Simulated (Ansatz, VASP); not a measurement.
MgS in VASP and in Ansatz

Contents of INCAR:

```
SYSTEM = MgS
  PREC = Accurate
  ENCUT = 520
  EDIFF = 1E-6
  ISMEAR = 0
  SIGMA = 0.1
  LREAL = .FALSE.
  LASPH = .TRUE.
  NELM = 100
  ALGO = Normal
  ISIF = 2
  LWAVE = .FALSE.
  LCHARG = .FALSE.
  GGA = PE
  NBANDS = 16
```

File KPOINTS:

```
Automatic mesh
0
G
  6 6 4
  0 0 0
```

The input POSCAR:

```
MgS
1.0
    3.8949183669      0.0000000000      0.0000000000
    0.0000000000      3.8949183669      0.0000000000
    0.0000000000      0.0000000000      5.0167649355
Mg S
2 2
Direct
    0.0000000000      0.0000000000      0.0000000000
    0.5000000000      0.5000000000      0.5000000000
    0.5000000000      0.5000000000      0.0000000000
    0.0000000000      0.0000000000      0.5000000000
```

Input for Ansatz:

```yaml
crystal:
  lattice:
    - [3.8949183669, 0.0, 0.0]
    - [0.0, 3.8949183669, 0.0]
    - [0.0, 0.0, 5.0167649355]
  atoms:
    - { symbol: Mg, position: [0.0, 0.0, 0.0] }
    - { symbol: S, position: [0.5, 0.5, 0.0] }
    - { symbol: Mg, position: [0.5, 0.5, 0.5] }
    - { symbol: S, position: [0.0, 0.0, 0.5] }
basis:
  ecutwfc: 420
kpoints:
  mp_grid: { grid: [6, 6, 4] }
hamiltonian:
  xc: pbe
  pseudopotentials: { kind: paw, azcp: { folder: soft_1 } }
scf:
  occupations: { method: gaussian, width: 0.1 }
output:
  forces: true
  stress: true
  eigenvalues: true
```

The cell was built by a generator and needn't be a form met in nature.

Alike in both runs: task single point; functional PBE; k mesh 6 × 6 × 4; occupations gaussian, width 0.1 eV; no spin polarisation.

```csv
,VASP,Ansatz
version,VASP 6.6.1,Ansatz 0.2.0
potentials or method,"VASP PAW PBE potentials, release 64 (Mg, S)","scalar-relativistic, plane waves, PAW"
plane-wave cutoff (eV),520,420
valence electrons in the cell,16,32
```

|  | VASP | Ansatz | Ansatz less VASP |
| --- | --- | --- | --- |
| gap on the k mesh at the Fermi level (eV) | 2.31 | 2.32 | +0.016 |
| least direct gap on the mesh (eV) | 2.31 | 2.32 | +0.016 |
| pressure (GPa) | -3.1 | -2.9 | +0.26 |
| largest component of the traceless stress (GPa) | 4.96 | 4.99 | +0.029 |

The functional is the same, so the differences come from potentials, cutoffs and numerics. The two sets of potentials don't hold the same shells in valence.

A k mesh can miss the band edges. A hybrid or GW would open this gap; PBE tends to underestimate it.
